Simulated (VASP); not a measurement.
# EuS (Fm-3m) in VASP: single point with PBE

Aim: the single point of EuS with PBE.

Program: VASP 6.6.1. These are calculated values, not measurements. Logs are shortened: lines on timing, memory, paths and dates and some standing lists are left out, and cuts for length are marked.

**Experimental background.**

“Crystal-field mediated electronic transitions of EuS up to 35 GPa”, 2022, pmc:8786971 reports, for a powder of EuS at 300 K: band gap 1.72 eV (optical).

How close the calculation comes is told below.

### 1 The crystal as given

Symmetry: Fm-3m, No. 225, cubic system. Conventional cell: a = 5.957 Å, b = 5.957 Å, c = 5.957 Å, α = 90.00°, β = 90.00°, γ = 90.00°. Around Eu (site symmetry m-3m) lie 6 S at 2.98 Å. S (site symmetry m-3m) is surrounded by 6 Eu at 2.98 Å.

### 2 Single point, PBE, collinear spin, ferromagnetic start

The input, INCAR:

```
SYSTEM = EuS
PREC     = Accurate       ! precision mode
ENCUT    = 520            ! plane-wave cutoff, eV
EDIFF    = 1E-6           ! SCF threshold, eV
ISMEAR   = 0              ! smearing method
SIGMA    = 0.020999999999999998 ! smearing width, eV
LREAL    = .False.        ! projectors in reciprocal space
LASPH    = .True.         ! aspherical terms in the spheres
NELM     = 100            ! most SCF steps
ALGO     = Fast           ! electronic algorithm
ISIF     = 2              ! what is computed and relaxed
LWAVE    = .False.        ! write WAVECAR
LCHARG   = .False.        ! write CHGCAR
ISPIN    = 2              ! spin polarisation
MAGMOM   = 7 0            ! initial moments
LORBIT   = 11             ! projections on sites
LMAXMIX  = 6              ! l up to which the mixer works
GGA      = PE             ! functional
NBANDS   = 22             ! bands
```

The input, KPOINTS:

```
regular mesh
0
Gamma
  8 8 8
  0 0 0
```

The input, POSCAR:

```
EuS
1.0
    0.0000000000      2.9785000000      2.9785000000
    2.9785000000      0.0000000000      2.9785000000
    2.9785000000      2.9785000000      0.0000000000
Eu S
1 1
Direct
    0.0000000000      0.0000000000      0.0000000000
    0.5000000000      0.5000000000      0.5000000000
```

Potentials or basis: VASP PAW PBE potentials, release 64 (Eu, S).

Command:

```sh
> cat potpaw_PBE.64/Eu/POTCAR potpaw_PBE.64/S/POTCAR > POTCAR
> mpirun -np 1 vasp_std > vasp.out
```

OUTCAR:

```text
SYSTEM = EuS
   PREC = Accurate
   ENCUT = 520
   EDIFF = 1E-6
   ISMEAR = 0
   LREAL = .False.
   LASPH = .True.
   NELM = 100
   ISIF = 2
   ISPIN = 2
   LORBIT = 11
   GGA = PE

 ion  position               nearest neighbor table
   1  0.000  0.000  0.000-   2 2.98   2 2.98   2 2.98   2 2.98   2 2.98   2 2.98
   2  0.500  0.500  0.500-   1 2.98   1 2.98   1 2.98   1 2.98   1 2.98   1 2.98

  LATTYP: Found a face centered cubic cell.
 ALAT       =     5.9570000000

  Lattice vectors:

 A1 = (   0.0000000000,   2.9785000000,   2.9785000000)
 A2 = (   2.9785000000,   0.0000000000,   2.9785000000)
 A3 = (   2.9785000000,   2.9785000000,   0.0000000000)

Analysis of symmetry for initial positions (statically):
=====================================================================
 Subroutine PRICEL returns:
 Original cell was already a primitive cell.

 Routine SETGRP: Setting up the symmetry group for a
 face centered cubic supercell.

 Subroutine GETGRP returns: Found 48 space group operations
 (whereof 48 operations were pure point group operations)
 out of a pool of 48 trial point group operations.

The static configuration has the point symmetry O_h .

Analysis of symmetry for dynamics (positions and initial velocities):
=====================================================================
 Subroutine PRICEL returns:
 Original cell was already a primitive cell.

 Routine SETGRP: Setting up the symmetry group for a
 face centered cubic supercell.

 Subroutine GETGRP returns: Found 48 space group operations
 (whereof 48 operations were pure point group operations)
 out of a pool of 48 trial point group operations.

The dynamic configuration has the point symmetry O_h .

Analysis of structural, dynamic, and magnetic symmetry:
=====================================================================
 Subroutine PRICEL returns:
 Original cell was already a primitive cell.

 Routine SETGRP: Setting up the symmetry group for a
 face centered cubic supercell.

 Subroutine GETGRP returns: Found 48 space group operations
 (whereof 48 operations were pure point group operations)
 out of a pool of 48 trial point group operations.

The overall configuration has the point symmetry O_h .

 Subroutine INISYM returns: Found 48 space group operations
 (whereof 48 operations are pure point group operations),
 and found     1 'primitive' translations

----------------------------------------------------------------------------------------

                                     Primitive cell

  volume of cell :      52.8473

  direct lattice vectors                    reciprocal lattice vectors
     0.000000000  2.978500000  2.978500000    -0.167869733  0.167869733  0.167869733
     2.978500000  0.000000000  2.978500000     0.167869733 -0.167869733  0.167869733
     2.978500000  2.978500000  0.000000000     0.167869733  0.167869733 -0.167869733

  length of vectors
     4.212235096  4.212235096  4.212235096     0.290758907  0.290758907  0.290758907

  position of ions in fractional coordinates (direct lattice)
     0.000000000  0.000000000  0.000000000
     0.500000000  0.500000000  0.500000000

  ion indices of the primitive-cell ions
   primitive index   ion index
                 1           1
                 2           2

----------------------------------------------------------------------------------------

 KPOINTS: regular mesh

Automatic generation of k-mesh.
 Grid dimensions read from file:
 generate k-points for:    8    8    8

 Generating k-lattice:

  Cartesian coordinates                     Fractional coordinates (reciprocal lattice)
    -0.020983717  0.020983717  0.020983717     0.125000000  0.000000000  0.000000000
     0.020983717 -0.020983717  0.020983717     0.000000000  0.125000000  0.000000000
     0.020983717  0.020983717 -0.020983717     0.000000000  0.000000000  0.125000000

  Length of vectors
     0.036344863  0.036344863  0.036344863

  Shift w.r.t. Gamma in fractional coordinates (k-lattice)
     0.000000000  0.000000000  0.000000000

 Subroutine IBZKPT returns following result:
 ===========================================

 Found     29 irreducible k-points:

 Following reciprocal coordinates:
            Coordinates               Weight
  0.000000  0.000000  0.000000      1.000000
  0.125000  0.000000  0.000000      8.000000
  0.250000  0.000000  0.000000      8.000000
  0.375000  0.000000  0.000000      8.000000
  0.500000  0.000000  0.000000      4.000000
  0.125000  0.125000  0.000000      6.000000
[... 16 lines left out ...]
  0.500000  0.250000  0.125000     48.000000
 -0.375000  0.250000  0.125000     24.000000
 [... further k-points ...]
   k-points           NKPTS =     29   k-points in BZ     NKDIM =     29   number of bands    NBANDS=     22
   number of dos      NEDOS =    301   number of ions     NIONS =      2
   total plane-waves  NPLWV =  32768
   dimension x,y,z NGX =    32 NGY =   32 NGZ =   32
   dimension x,y,z NGXF=    64 NGYF=   64 NGZF=   64
   ions per type =               1   1
   NGX,Y,Z   is equivalent  to a cutoff of  12.63, 12.63, 12.63 a.u.
   NGXF,Y,Z  is equivalent  to a cutoff of  25.26, 25.26, 25.26 a.u.
 SYSTEM =  EuS
   PREC   = accura    normal or accurate (medium, high low for compatibility)
   ISTART =      0    job   : 0-new  1-cont  2-samecut
   ICHARG =      2    charge: 1-file 2-atom 10-const
   ISPIN  =      2    spin polarized calculation?
   LNONCOLLINEAR =      F non collinear calculations
   LSORBIT =      F    spin-orbit coupling
   LASPH  =      T    aspherical Exc in radial PAW
   ENCUT  =  520.0 eV  38.22 Ry    6.18 a.u.   7.83  7.83  7.83*2*pi/ulx,y,z
   NELM   =    100;   NELMIN=  2; NELMDL= -5     # of ELM steps
   EDIFF  = 0.1E-05   stopping-criterion for ELM
   LREAL  =      F    real-space projection
[... 7 lines left out ...]
   TEBEG  =    0.0;   TEEND  =   0.0 temperature during run
   PSTRESS=    0.0 pullay stress
   NELECT =      23.0000    total number of electrons
   NUPDOWN=      -1.0000    fix difference up-down
   EMIN   =  10.00;   EMAX   =-10.00  energy-range for DOS
   EFERMI =   0.00;   METHOD = LEGACY
   ISMEAR =     0;   SIGMA  =   0.02  broadening in eV -4-tet -1-fermi 0-gaus
   EFERMI_NEDOS =   21; number of points for ismear=-14 and -15
   IALGO  =     68    algorithm
   IMIX   =      4    mixing-type and parameters
     AMIX     =   0.40;   BMIX     =  1.00
     AMIX_MAG =   1.60;   BMIX_MAG =  1.00
  volume/ion in A,a.u.               =      26.42       178.32
  Fermi-wavevector in a.u.,A,eV,Ry     =   1.240633  2.344456 20.941667  1.539169
  Thomas-Fermi vector in A             =   2.375065
   LORBIT       =     11    0 simple, 1 ext, 2 COOP (PROOUT), +10 PAW based schemes
   GGA     = PE    functional components
   LHFCALC =     F    Hartree Fock is set to
   AEXX    =    0.0000 exact exchange contribution
   IVDW    =     0    specifies the selected vdW correction
   LEPSILON=     F    determine dielectric tensor
   LRPA    =     F    only Hartree local field effects (RPA)
 spin polarized calculation
 RMM-DIIS sequential band-by-band and
 Gauss-broadening in eV      SIGMA  =   0.02
  energy-cutoff  :      520.00
  volume of cell :       52.85
 maximum number of plane-waves:      1436
   NGX = 15   NGY = 15   NGZ = 15

 number of electron      23.0000004 magnetization       6.9882572

 Free energy of the ion-electron system (eV)
  ---------------------------------------------------
  ext. energy  EPLUGINS =         0.00000000
  ---------------------------------------------------
  free energy    TOTEN  =       -19.89739204 eV

  energy without entropy =      -19.89723702  energy(sigma->0) =      -19.89731453

 E-fermi :   4.2683     XC(G=0):  -9.6348

 val. band max:        4.2393192712   @ k =   0.1250   0.0000   0.0000
 cond. band min:       4.2764390622   @ k =   0.1250   0.1250   0.0000
 fundamental gap:      0.0371197910
 Fermi energy:         4.2682924574

 spin component 1

 k-point     1 :       0.0000    0.0000    0.0000
  band No.  band energies     occupation
      1     -37.2052      1.00000
      2     -15.9204      1.00000
      3     -15.9204      1.00000
      4     -15.9204      1.00000
      5      -9.1819      1.00000
      6       1.5232      1.00000
[... 14 lines left out ...]
     21       6.2347      0.00000
     22      11.6532      0.00000
[... 552 lines left out ...]
  band No.  band energies     occupation
      1     -37.1902      1.00000
      2     -16.1882      1.00000
      3     -16.0154      1.00000
      4     -15.9708      1.00000
      5      -8.4782      1.00000
      6      -0.5664      1.00000
[... 14 lines left out ...]
     21      10.4555      0.00000
     22      11.7046      0.00000

 [... further k-points ...]

 spin component 2

 k-point     1 :       0.0000    0.0000    0.0000
  band No.  band energies     occupation
      1     -34.1193      1.00000
      2     -13.6603      1.00000
      3     -13.6603      1.00000
      4     -13.6603      1.00000
      5      -9.1774      1.00000
      6       1.6704      1.00000
[... 14 lines left out ...]
     21       9.0537      0.00000
     22      12.8390      0.00000
[... 552 lines left out ...]
  band No.  band energies     occupation
      1     -34.0984      1.00000
      2     -14.0648      1.00000
      3     -13.7862      1.00000
      4     -13.7260      1.00000
      5      -8.4146      1.00000
      6      -0.3235      1.00000
[... 14 lines left out ...]
     21      11.5191      0.00000
     22      12.3156      0.00000

 [... further k-points ...]

------------------------ aborting loop because EDIFF is reached ----------------------------------------

  FORCE on cell =-STRESS in cart. coord.  units (eV):
  Direction    XX          YY          ZZ          XY          YZ          ZX
  --------------------------------------------------------------------------------------
  -------------------------------------------------------------------------------------
  Total       -0.9198462     -0.9198462     -0.9198462      0.0000000      0.0000000      0.0000000
  in kB      -27.8870762    -27.8870762    -27.8870762      0.0000000      0.0000000      0.0000000
  external PRESSURE =     -27.8870762 kB  Pullay stress =       0.0000000 kB

 VOLUME and BASIS-vectors are now :
 -----------------------------------------------------------------------------
  energy-cutoff  :      520.00
  volume of cell :       52.85
      direct lattice vectors                 reciprocal lattice vectors
     0.000000000  2.978500000  2.978500000    -0.167869733  0.167869733  0.167869733
     2.978500000  0.000000000  2.978500000     0.167869733 -0.167869733  0.167869733
     2.978500000  2.978500000  0.000000000     0.167869733  0.167869733 -0.167869733

 POSITION                                       TOTAL-FORCE (eV/Angst)
 -----------------------------------------------------------------------------------
      0.00000      0.00000      0.00000        -0.000000     -0.000000     -0.000000
      2.97850      2.97850      2.97850         0.000000      0.000000      0.000000
 -----------------------------------------------------------------------------------
    total drift:                                0.000000     -0.000000     -0.000000

  FREE ENERGIE OF THE ION-ELECTRON SYSTEM (eV)
  ---------------------------------------------------
  free  energy   TOTEN  =       -19.8973920399 eV

  energy  without entropy=      -19.8972370230  energy(sigma->0) =      -19.89731453

 total charge

# of ion       s       p       d       f       tot
--------------------------------------------------
    1        2.027   5.757   0.304   6.658  14.747
    2        1.316   2.430   0.000   0.000   3.746
--------------------------------------------------
tot          3.343   8.188   0.304   6.658  18.493

 magnetization (x)

# of ion       s       p       d       f       tot
--------------------------------------------------
    1       -0.015  -0.114   0.093   6.628   6.592
    2       -0.007  -0.066   0.000   0.000  -0.073
--------------------------------------------------
tot         -0.022  -0.180   0.093   6.628   6.519
```

Run time: 3.4 min. Hardware: 1 thread of AMD EPYC 7R13 (Zen 3), shared host; peak memory 0.22 GiB.

Results:

```yaml
Free_energy: -19.8974 eV
Pressure: -2.8 GPa
Band_gap_on_the_k_mesh: none (metal or under the smearing width)
Net_moment: 6.99 μB per cell
Site_moments: Eu +6.59; S -0.07 μB
Valence_electrons_inside_the_program's_atomic_spheres: Eu 14.75; S 3.75
```

Caveat: spin-orbit coupling is left out, which moves the levels of the heavy elements; a cell with one magnetic atom can't hold antiferromagnetic order, which such compounds often take; without U or exact exchange the open f shell lies at the Fermi level, which spoils levels, moments and volumes.

### 3 How close it comes

Step 2. Measured gap of EuS: 1.72 eV (optical; 300 K; powder; “Crystal-field mediated electronic transitions of EuS up to 35 GPa”, 2022, pmc:8786971). This calculation gives 0.00 eV (-1.72 eV). So large a miss can be the level of theory's own, or it may mean another phase, state or a wrong row. Spin-orbit coupling on Eu is left out. The value is that of PBE on a finite k mesh, which can miss the band edges, without temperature or zero-point motion. Semilocal functionals fall short of measured gaps as a rule. The run's magnetic order (collinear spin, ferromagnetic start) needn't be the measured crystal's.
